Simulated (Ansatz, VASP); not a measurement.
**Two plane-wave programs on LiF**

```
Li F
1.0
     0.00000    2.06170    2.06170
     2.06170    0.00000    2.06170
     2.06170    2.06170    0.00000
Li F
1 1
Direct
  0.00000 0.00000 0.00000
  0.50000 0.50000 0.50000
```

Change from the starting cell: hydrostatic strain +3.4%.

Alike in both runs: task single point; functional PBE; k mesh 10 × 10 × 10; occupations fermi-dirac, width 0.02 eV; no spin polarisation.

|  | VASP | Ansatz |
| --- | --- | --- |
| version | VASP 6.6.1 | Ansatz 0.2.0 |
| potentials or method | VASP PAW PBE potentials, release 64 (Li_sv, F) | plane waves, PAW |
| plane-wave cutoff (eV) | 520 | 420 |
| valence electrons in the cell | 10 | 10 |

|  | VASP | Ansatz | Ansatz less VASP |
| --- | --- | --- | --- |
| gap on the k mesh at the Fermi level (eV) | 8.49 | 8.49 | 0.000 |

 A k mesh can miss the band edges.
